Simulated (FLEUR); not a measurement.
# CoO (R3m) in FLEUR: band structure with SCAN

Aim: the band structure of CoO with SCAN.

All numbers are computed with FLEUR MaX-R8.1 (later development tree); they aren't measurements. Logs are shortened: lines on timing, memory, paths and dates and some standing lists are left out, and cuts for length are marked.

## Step 1: Starting point

Symmetry: R3m, No. 160, trigonal system. Conventional cell: a = 3.204 Å, b = 3.204 Å, c = 7.699 Å, α = 90.00°, β = 90.00°, γ = 120.00°. Co (site symmetry 3m) is surrounded by 4 O at 1.91 to 1.96 Å. Around O (site symmetry 3m) lie 4 Co at 1.91 to 1.96 Å.

Measurements of this composition are mostly on another form, of space group No. 225.

## Step 2: Band structure, SCAN, collinear spin, ferromagnetic start

File inp.xml:

```xml
<?xml version="1.0" encoding="UTF-8" standalone="no"?>
<fleurInput fleurInputVersion="0.39">
   <comment>
      CoO                                                                                                 
   </comment>
   <calculationSetup>
      <cutoffs Kmax="5.19" Gmax="16.1" GmaxXC="16.1" numbands="0"/>
      <scfLoop itmax="80" minDistance="0.0001" maxIterBroyd="30" imix="Anderson" alpha="0.05" precondParam="0.0" spinf="2.0" sdNocoIR="T"/>
      <coreElectrons ctail="F" frcor="F" kcrel="0" coretail_lmax="0"/>
      <xcFunctional name="LibXC" relativisticCorrections="F">
         <LibXCName exchange="mgga_x_scan" correlation="mgga_c_scan"/>
         <AuxGGA exchange="117" correlation="130"/>
      </xcFunctional>
      <magnetism jspins="2"/>
      <soc l_soc="F" theta="0.0" phi="0.0" spav="F"/>
      <expertModes spex="0" secvar="F"/>
      <geometryOptimization l_f="F" forcealpha="1.0" forcemix="BFGS" epsdisp="0.00001" epsforce="0.00001"/>
      <ldaU l_linMix="F" mixParam="0.05" spinf="1.0"/>
   </calculationSetup>
   <cell>
      <bzIntegration valenceElectrons="23.0" mode="hist" fermiSmearingEnergy="0.00183747">
         <kPointListSelection listName="default-1"/>
         <!-- k-points included here -->
         <xi:include xmlns:xi="http://www.w3.org/2001/XInclude" href="kpts.xml"> </xi:include>
[... 33 lines left out ...]
            <valenceConfig>(2s1/2) (2p1/2) (2p3/2)</valenceConfig>
            <stateOccupation state="(2p1/2)" spinUp="0.666667" spinDown="0.666667"/>
            <stateOccupation state="(2p3/2)" spinUp="1.333333" spinDown="1.333333"/>
         </electronConfig>
         <energyParameters s="2" p="2" d="3" f="4"/>
         <lo type="SCLO" l="0" n="2" eDeriv="2"/>
         <lo type="SCLO" l="1" n="2" eDeriv="2"/>
         <lo type="SCLO" l="2" n="3" eDeriv="2"/>
      </species>
   </atomSpecies>
   <atomGroups>
      <atomGroup species="Cobalt (Co2.000">
         <relPos label="                   1">-.0010216800 -.0010216800 -.0010216800</relPos>
         <force calculate="T" relaxXYZ="TTT"/>
      </atomGroup>
      <atomGroup species="Oxygen (O)">
         <relPos label="                   2">-.2489789700 -.2489789700 -.2489789700</relPos>
         <force calculate="T" relaxXYZ="TTT"/>
      </atomGroup>
   </atomGroups>
   <output dos="F" band="F" slice="F">
      <checks vchk="F" cdinf="F"/>
      <bandDOS minEnergy="-.5*Htr" maxEnergy="0.5*Htr" sigma="0.015" storeEVData="T"/>
      <vacuumDOS vacdos="F" integ="F" star="F" nstars="0" locx1="0.0" locy1="0.0" locx2="0.0" locy2="0.0" nstm="0" tworkf="0.0"/>
      <unfoldingBand unfoldBand="F" supercellX="1" supercellY="1" supercellZ="1"/>
      <plotting iplot="0" polar="F">
         <plot TwoD="T" vec1="  1.0  0.0  0.0" vec2="  0.0  1.0  0.0" vec3="  0.0  0.0  1.0" zero="  0.0  0.0  0.0" file="plot"/>
      </plotting>
      <chargeDensitySlicing numkpt="0" minEigenval="0.0" maxEigenval="0.0" nnne="0" pallst="F"/>
      <specialOutput eonly="F"/>
      <moessbauerParams electricFieldGradient="T" isomerShift="T" coreHyperfine="T" valenceHyperfine="T"/>
      <magneticCircularDichroism mcd="F" energyLo="-10.0" energyUp="0.0"/>
   </output>
  <!-- We include the file relax.xml here to enable relaxations (see documentation) -->
  <xi:include xmlns:xi="http://www.w3.org/2001/XInclude" href="relax.xml"> <xi:fallback/> </xi:include>
</fleurInput>
```

File crystal.txt:

```
CoO
&input cartesian=F /
1.6022198417  0.9250420569  2.5664708903
-1.6022198417  0.9250420569  2.5664708903
0.0000000000  -1.8500841138  2.5664708903
1.8897261246
1.0 1.0 1.0

2
27 0.9989783200  0.9989783200  0.9989783200 : 2.000
8 0.7510210300  0.7510210300  0.7510210300

&kpt div1=10 div2=10 div3=10 gamma=T /
```

File inp.xml (bands):

```
<?xml version="1.0" encoding="UTF-8" standalone="no"?>
<fleurInput fleurInputVersion="0.39">
   <comment>
      CoO                                                                                                 
   </comment>
   <calculationSetup>
      <cutoffs Kmax="5.19" Gmax="16.1" GmaxXC="16.1" numbands="0"/>
      <scfLoop itmax="80" minDistance="0.0001" maxIterBroyd="30" imix="Anderson" alpha="0.05" precondParam="0.0" spinf="2.0" sdNocoIR="T"/>
      <coreElectrons ctail="F" frcor="F" kcrel="0" coretail_lmax="0"/>
      <xcFunctional name="LibXC" relativisticCorrections="F">
         <LibXCName exchange="mgga_x_scan" correlation="mgga_c_scan"/>
         <AuxGGA exchange="117" correlation="130"/>
      </xcFunctional>
      <magnetism jspins="2"/>
      <soc l_soc="F" theta="0.0" phi="0.0" spav="F"/>
      <expertModes spex="0" secvar="F"/>
      <geometryOptimization l_f="F" forcealpha="1.0" forcemix="BFGS" epsdisp="0.00001" epsforce="0.00001"/>
      <ldaU l_linMix="F" mixParam="0.05" spinf="1.0"/>
   </calculationSetup>
   <cell>
      <bzIntegration valenceElectrons="23.0" mode="hist" fermiSmearingEnergy="0.00183747">
         <kPointListSelection listName="path-1"/>
         <!-- k-points included here -->
[... 34 lines left out ...]
            <valenceConfig>(2s1/2) (2p1/2) (2p3/2)</valenceConfig>
            <stateOccupation state="(2p1/2)" spinUp="0.666667" spinDown="0.666667"/>
            <stateOccupation state="(2p3/2)" spinUp="1.333333" spinDown="1.333333"/>
         </electronConfig>
         <energyParameters s="2" p="2" d="3" f="4"/>
         <lo type="SCLO" l="0" n="2" eDeriv="2"/>
         <lo type="SCLO" l="1" n="2" eDeriv="2"/>
         <lo type="SCLO" l="2" n="3" eDeriv="2"/>
      </species>
   </atomSpecies>
   <atomGroups>
      <atomGroup species="Cobalt (Co2.000">
         <relPos label="                   1">-.0010216800 -.0010216800 -.0010216800</relPos>
         <force calculate="T" relaxXYZ="TTT"/>
      </atomGroup>
      <atomGroup species="Oxygen (O)">
         <relPos label="                   2">-.2489789700 -.2489789700 -.2489789700</relPos>
         <force calculate="T" relaxXYZ="TTT"/>
      </atomGroup>
   </atomGroups>
   <output dos="F" band="T" slice="F">
      <checks vchk="F" cdinf="F"/>
      <bandDOS minEnergy="-.5*Htr" maxEnergy="0.5*Htr" sigma="0.015" storeEVData="T"/>
      <vacuumDOS vacdos="F" integ="F" star="F" nstars="0" locx1="0.0" locy1="0.0" locx2="0.0" locy2="0.0" nstm="0" tworkf="0.0"/>
      <unfoldingBand unfoldBand="F" supercellX="1" supercellY="1" supercellZ="1"/>
      <plotting iplot="0" polar="F">
         <plot TwoD="T" vec1="  1.0  0.0  0.0" vec2="  0.0  1.0  0.0" vec3="  0.0  0.0  1.0" zero="  0.0  0.0  0.0" file="plot"/>
      </plotting>
      <chargeDensitySlicing numkpt="0" minEigenval="0.0" maxEigenval="0.0" nnne="0" pallst="F"/>
      <specialOutput eonly="F"/>
      <moessbauerParams electricFieldGradient="T" isomerShift="T" coreHyperfine="T" valenceHyperfine="T"/>
      <magneticCircularDichroism mcd="F" energyLo="-10.0" energyUp="0.0"/>
   </output>
  <!-- We include the file relax.xml here to enable relaxations (see documentation) -->
  <xi:include xmlns:xi="http://www.w3.org/2001/XInclude" href="relax.xml"> <xi:fallback/> </xi:include>
</fleurInput>
```

Potentials or basis: all-electron, FLAPW.

The run is started by

```sh
inpgen -f crystal.txt -profile fastHighL
# inp.xml edited to the form shown
fleur_MPI
fleur_MPI   # second run, on inp.xml (bands)
```

Output:

```text
Welcome to FLEUR        (www.flapw.de)
      MaX-Release 8.1          (www.max-centre.eu)
 func_ids         267         263         267         263
 MetaGGA potential functional detected - V_tau will be computed
 Auxiliary Potential for radial basis: exchange=         117  correlation=         130
The functional 'SCAN exchange of Sun, Ruzsinszky, and Perdew' is an exchange functional, it belongs to the 'MGGA' family and is defined in the reference(s):
[1] J. Sun, A. Ruzsinszky, and J. P. Perdew.,  Phys. Rev. Lett. 115, 036402 (2015)
The functional 'SCAN correlation of Sun, Ruzsinszky, and Perdew' is a correlation functional, it belongs to the 'MGGA' family and is defined in the reference(s):
[1] J. Sun, A. Ruzsinszky, and J. P. Perdew.,  Phys. Rev. Lett. 115, 036402 (2015)
 Using same functional for VXC and EXC

 ========== k-point set info ==========
 Selected k-point list: default-1
 k-point list type: mesh
 10 x 10 x 10
 Number of k points: 116

 ------------Calculation Setup---------------------------
 Number of MPI-tasks      :            1
 Number of PE/node        :            1
 Number of OMP-threads    :            1
 Most efficient MPI parallelization for:
           1           2           4          29          58         116
 Additional eigenvalue parallelization possible
 Number of basis functions:          442
 Approximate size of matrices (H+S) per k-point:         0.006 GB
 --------------------------------------------------------
The functional 'Hammer, Hansen, and Norskov' is an exchange functional, it belongs to the 'GGA' family and is defined in the reference(s):
[1] B. Hammer, L. B. Hansen, and J. K. Nørskov.,  Phys. Rev. B 59, 7413 (1999)
The functional 'Perdew, Burke & Ernzerhof' is a correlation functional, it belongs to the 'GGA' family and is defined in the reference(s):
[1] J. P. Perdew, K. Burke, and M. Ernzerhof.,  Phys. Rev. Lett. 77, 3865 (1996)
[2] J. P. Perdew, K. Burke, and M. Ernzerhof.,  Phys. Rev. Lett. 78, 1396 (1997)
 Using same functional for VXC and EXC
 Using auxiliary GGA potential for the first iteration of MetaGGA calculation.
 Reset of history
 Reset of history
 Iteration:     1   Distance:      31.60365096 me/bohr^3
The functional 'Hammer, Hansen, and Norskov' is an exchange functional, it belongs to the 'GGA' family and is defined in the reference(s):
[1] B. Hammer, L. B. Hansen, and J. K. Nørskov.,  Phys. Rev. B 59, 7413 (1999)
The functional 'Perdew, Burke & Ernzerhof' is a correlation functional, it belongs to the 'GGA' family and is defined in the reference(s):
[1] J. P. Perdew, K. Burke, and M. Ernzerhof.,  Phys. Rev. Lett. 77, 3865 (1996)
[2] J. P. Perdew, K. Burke, and M. Ernzerhof.,  Phys. Rev. Lett. 78, 1396 (1997)
 Using same functional for VXC and EXC
 Iteration:     2   Distance:      28.34202020 me/bohr^3
The functional 'Hammer, Hansen, and Norskov' is an exchange functional, it belongs to the 'GGA' family and is defined in the reference(s):
[1] B. Hammer, L. B. Hansen, and J. K. Nørskov.,  Phys. Rev. B 59, 7413 (1999)
The functional 'Perdew, Burke & Ernzerhof' is a correlation functional, it belongs to the 'GGA' family and is defined in the reference(s):
[1] J. P. Perdew, K. Burke, and M. Ernzerhof.,  Phys. Rev. Lett. 77, 3865 (1996)
[2] J. P. Perdew, K. Burke, and M. Ernzerhof.,  Phys. Rev. Lett. 78, 1396 (1997)
 Using same functional for VXC and EXC
 Iteration:     3   Distance:      26.05425211 me/bohr^3
The functional 'Hammer, Hansen, and Norskov' is an exchange functional, it belongs to the 'GGA' family and is defined in the reference(s):
[1] B. Hammer, L. B. Hansen, and J. K. Nørskov.,  Phys. Rev. B 59, 7413 (1999)
The functional 'Perdew, Burke & Ernzerhof' is a correlation functional, it belongs to the 'GGA' family and is defined in the reference(s):
[1] J. P. Perdew, K. Burke, and M. Ernzerhof.,  Phys. Rev. Lett. 77, 3865 (1996)
[2] J. P. Perdew, K. Burke, and M. Ernzerhof.,  Phys. Rev. Lett. 78, 1396 (1997)
 Using same functional for VXC and EXC
 Iteration:     4   Distance:      18.53857152 me/bohr^3
The functional 'Hammer, Hansen, and Norskov' is an exchange functional, it belongs to the 'GGA' family and is defined in the reference(s):
[1] B. Hammer, L. B. Hansen, and J. K. Nørskov.,  Phys. Rev. B 59, 7413 (1999)
The functional 'Perdew, Burke & Ernzerhof' is a correlation functional, it belongs to the 'GGA' family and is defined in the reference(s):
[1] J. P. Perdew, K. Burke, and M. Ernzerhof.,  Phys. Rev. Lett. 77, 3865 (1996)
[2] J. P. Perdew, K. Burke, and M. Ernzerhof.,  Phys. Rev. Lett. 78, 1396 (1997)
 Using same functional for VXC and EXC
 Iteration:     5   Distance:      17.88486970 me/bohr^3
The functional 'Hammer, Hansen, and Norskov' is an exchange functional, it belongs to the 'GGA' family and is defined in the reference(s):
[1] B. Hammer, L. B. Hansen, and J. K. Nørskov.,  Phys. Rev. B 59, 7413 (1999)
The functional 'Perdew, Burke & Ernzerhof' is a correlation functional, it belongs to the 'GGA' family and is defined in the reference(s):
[1] J. P. Perdew, K. Burke, and M. Ernzerhof.,  Phys. Rev. Lett. 77, 3865 (1996)
[2] J. P. Perdew, K. Burke, and M. Ernzerhof.,  Phys. Rev. Lett. 78, 1396 (1997)
 Using same functional for VXC and EXC
 Iteration:     6   Distance:      12.43099934 me/bohr^3
The functional 'Hammer, Hansen, and Norskov' is an exchange functional, it belongs to the 'GGA' family and is defined in the reference(s):
[1] B. Hammer, L. B. Hansen, and J. K. Nørskov.,  Phys. Rev. B 59, 7413 (1999)
The functional 'Perdew, Burke & Ernzerhof' is a correlation functional, it belongs to the 'GGA' family and is defined in the reference(s):
[1] J. P. Perdew, K. Burke, and M. Ernzerhof.,  Phys. Rev. Lett. 77, 3865 (1996)
[2] J. P. Perdew, K. Burke, and M. Ernzerhof.,  Phys. Rev. Lett. 78, 1396 (1997)
 Using same functional for VXC and EXC
[... 138 lines left out ...]
[2] J. P. Perdew, K. Burke, and M. Ernzerhof.,  Phys. Rev. Lett. 78, 1396 (1997)
 Using same functional for VXC and EXC
 Iteration:    27   Distance:       0.00174216 me/bohr^3
The functional 'Hammer, Hansen, and Norskov' is an exchange functional, it belongs to the 'GGA' family and is defined in the reference(s):
[1] B. Hammer, L. B. Hansen, and J. K. Nørskov.,  Phys. Rev. B 59, 7413 (1999)
The functional 'Perdew, Burke & Ernzerhof' is a correlation functional, it belongs to the 'GGA' family and is defined in the reference(s):
[1] J. P. Perdew, K. Burke, and M. Ernzerhof.,  Phys. Rev. Lett. 77, 3865 (1996)
[2] J. P. Perdew, K. Burke, and M. Ernzerhof.,  Phys. Rev. Lett. 78, 1396 (1997)
 Using same functional for VXC and EXC
 Iteration:    28   Distance:       0.00157252 me/bohr^3
The functional 'Hammer, Hansen, and Norskov' is an exchange functional, it belongs to the 'GGA' family and is defined in the reference(s):
[1] B. Hammer, L. B. Hansen, and J. K. Nørskov.,  Phys. Rev. B 59, 7413 (1999)
The functional 'Perdew, Burke & Ernzerhof' is a correlation functional, it belongs to the 'GGA' family and is defined in the reference(s):
[1] J. P. Perdew, K. Burke, and M. Ernzerhof.,  Phys. Rev. Lett. 77, 3865 (1996)
[2] J. P. Perdew, K. Burke, and M. Ernzerhof.,  Phys. Rev. Lett. 78, 1396 (1997)
 Using same functional for VXC and EXC
 Iteration:    29   Distance:       0.00093655 me/bohr^3
The functional 'Hammer, Hansen, and Norskov' is an exchange functional, it belongs to the 'GGA' family and is defined in the reference(s):
[1] B. Hammer, L. B. Hansen, and J. K. Nørskov.,  Phys. Rev. B 59, 7413 (1999)
The functional 'Perdew, Burke & Ernzerhof' is a correlation functional, it belongs to the 'GGA' family and is defined in the reference(s):
[1] J. P. Perdew, K. Burke, and M. Ernzerhof.,  Phys. Rev. Lett. 77, 3865 (1996)
[2] J. P. Perdew, K. Burke, and M. Ernzerhof.,  Phys. Rev. Lett. 78, 1396 (1997)
 Using same functional for VXC and EXC
 Iteration:    30   Distance:       0.00038298 me/bohr^3
The functional 'Hammer, Hansen, and Norskov' is an exchange functional, it belongs to the 'GGA' family and is defined in the reference(s):
[1] B. Hammer, L. B. Hansen, and J. K. Nørskov.,  Phys. Rev. B 59, 7413 (1999)
The functional 'Perdew, Burke & Ernzerhof' is a correlation functional, it belongs to the 'GGA' family and is defined in the reference(s):
[1] J. P. Perdew, K. Burke, and M. Ernzerhof.,  Phys. Rev. Lett. 77, 3865 (1996)
[2] J. P. Perdew, K. Burke, and M. Ernzerhof.,  Phys. Rev. Lett. 78, 1396 (1997)
 Using same functional for VXC and EXC
 Iteration:    31   Distance:       0.00005753 me/bohr^3

 ********************************************************************
 Run finished successfully
 Stop message:
   all done
 ********************************************************************
```

It took 13 min on 1 thread of Arm Neoverse V1, shared host; peak memory 0.2 GiB.

Results:

- Free energy: -39975.7460 eV
- Band gap on the k mesh: 0.17 eV, direct
- Band gap along the path: 0.16 eV, indirect (least direct gap 0.17 eV)
- Net moment: 3.00 μB per cell
- Site moments: Co +2.55; O +0.22 μB
- Valence electrons inside the program's atomic spheres: Co 14.83; O 4.72 (radii Co 1.89, O 1.45 bohr)

Levels at the corners of the path, in eV from the valence-band top:
Spin up:
| point | band 10 | band 11 | band 12 | band 13 | band 14 | band 15 | band 16 | band 17 |
| --- | --- | --- | --- | --- | --- | --- | --- | --- |
| Γ | -2.52 | -0.11 | -0.11 | -0.01 | 0.16 | 14.38 | 14.38 | 14.98 |
| L | -2.62 | -2.56 | -0.85 | -0.85 | 5.87 | 7.23 | 13.82 | 14.17 |
| B1 | -3.40 | -2.94 | -2.06 | -1.12 | 6.98 | 10.34 | 10.68 | 11.67 |
| B | -3.40 | -2.94 | -2.06 | -1.12 | 6.98 | 10.34 | 10.68 | 11.67 |
| Z | -2.63 | -2.63 | -0.99 | -0.99 | 5.83 | 7.52 | 13.71 | 13.71 |
| Γ | -2.52 | -0.11 | -0.11 | -0.01 | 0.16 | 14.38 | 14.38 | 14.98 |
| X | -3.07 | -2.74 | -1.57 | -1.48 | 6.44 | 9.69 | 10.43 | 14.67 |
| Q | -3.07 | -2.74 | -1.57 | -1.48 | 6.44 | 9.69 | 10.43 | 14.67 |
| F | -2.55 | -2.35 | -2.20 | -1.73 | 5.15 | 10.42 | 11.31 | 14.70 |
| P1 | -3.04 | -2.85 | -1.56 | -1.53 | 6.54 | 9.61 | 10.48 | 14.33 |
| Z | -2.63 | -2.63 | -0.99 | -0.99 | 5.83 | 7.52 | 13.71 | 13.71 |
| L | -2.62 | -2.56 | -0.85 | -0.85 | 5.87 | 7.23 | 13.82 | 14.17 |
| P | -3.04 | -2.85 | -1.56 | -1.53 | 6.54 | 9.61 | 10.48 | 14.33 |
Spin down:
```
point  band 6  band 7  band 8  band 9  band 10  band 11  band 12  band 13  band 14  band 15
    Γ   -4.89   -4.86   -4.86   -1.22    -1.22     0.96     3.84     3.84     4.02    15.06
    L   -6.69   -4.83   -4.80   -0.87    -0.81     1.55     2.94     3.07     6.57     8.44
   B1   -6.10   -5.54   -4.68   -0.76    -0.58     0.20     2.31     2.41     8.77    11.13
    B   -6.10   -5.54   -4.68   -0.76    -0.58     0.20     2.31     2.41     8.77    11.13
    Z   -6.65   -4.78   -4.78   -0.81    -0.81     1.46     2.83     2.83     6.52     8.85
    Γ   -4.89   -4.86   -4.86   -1.22    -1.22     0.96     3.84     3.84     4.02    15.06
    X   -6.40   -5.26   -4.65   -0.82    -0.58     0.40     2.31     2.55     8.13    10.47
    Q   -6.40   -5.26   -4.65   -0.82    -0.58     0.40     2.31     2.55     8.13    10.47
    F   -6.87   -4.57   -4.56   -0.86    -0.52     0.23     2.27     2.39     7.04    11.19
   P1   -6.35   -5.28   -4.66   -0.79    -0.59     0.36     2.38     2.41     8.20    10.45
    Z   -6.65   -4.78   -4.78   -0.81    -0.81     1.46     2.83     2.83     6.52     8.85
    L   -6.69   -4.83   -4.80   -0.87    -0.81     1.55     2.94     3.07     6.57     8.44
    P   -6.35   -5.28   -4.66   -0.79    -0.59     0.36     2.38     2.41     8.20    10.45
```

Core levels (eV from the Fermi level):
```
atom                                                   levels
1 Co  1s1/2 -7584.7, 2s1/2 -891.7, 2p1/2 -772.2, 2p3/2 -757.4
 2 O                                             1s1/2 -506.5
```

Caveat: the meta-GGA is that of a development version, with a GGA for the radial functions and cores and without core tails; a cell with one magnetic atom can't hold antiferromagnetic order, which such compounds often take.
